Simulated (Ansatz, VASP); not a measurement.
# Y: VASP beside Ansatz

```xyz
1
Lattice="0.0000 2.5319 2.5319 2.5319 0.0000 2.5319 2.5319 2.5319 0.0000" Properties=species:S:1:pos:R:3 pbc="T T T"
Y     0.0000    0.0000    0.0000
```

Alike in both runs: task electric field gradients; functional PBE; k mesh 12 × 12 × 12; occupations fermi-dirac, width 0.03 eV; no spin polarisation.

|  | VASP | Ansatz |
| --- | --- | --- |
| version | VASP 6.6.1 | Ansatz 0.2.0 |
| potentials or method | VASP PAW PBE potentials, release 64 (Y_sv) | PAW with Ansatz's default frozen-core files, scalar-relativistic |
| plane-wave cutoff (eV) | 520 | 420 |
| valence electrons in the cell | 11 | 11 |

|  | VASP | Ansatz | Ansatz less VASP |
| --- | --- | --- | --- |
| pressure (GPa) | -0.1 | 0.0 | +0.11 |
| Vzz of the field gradient on the site that differs most (V/Å²) | 0.0 | 0.0 | 0.00 |

Ansatz warned: «gradients_without_spin_orbit».
